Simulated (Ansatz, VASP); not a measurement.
# Li2S: VASP beside Ansatz

```
CELL_PARAMETERS angstrom
0.00000 2.85400 2.85400
2.85400 0.00000 2.85400
2.85400 2.85400 0.00000
ATOMIC_POSITIONS crystal
Li 0.25000 0.25000 0.25000
Li 0.75000 0.75000 0.75000
S 0.00000 0.00000 0.00000
```

Alike in both runs: task electric field gradients; functional PBE; k mesh 7 × 7 × 7; occupations fermi-dirac, width 0.02 eV; no spin polarisation.

|  | VASP | Ansatz |
| --- | --- | --- |
| version | VASP 6.6.1 | Ansatz 0.2.0 |
| potentials or method | VASP PAW PBE potentials, release 64 (Li_sv, S) | PAW with Ansatz's default frozen-core files, scalar-relativistic |
| plane-wave cutoff (eV) | 520 | 420 |
| valence electrons in the cell | 12 | 12 |

```csv
,VASP,Ansatz,Ansatz less VASP
gap on the k mesh at the Fermi level (eV),3.54,3.54,+0.003
Vzz of the field gradient on the site that differs most (V/Å²),0.0,0.0,-0.01
```

With one functional, cell and mesh, what is left measures potentials, basis and numerics.

Caveats: an odd mesh through Γ misses points on the zone boundary, where band edges often lie.
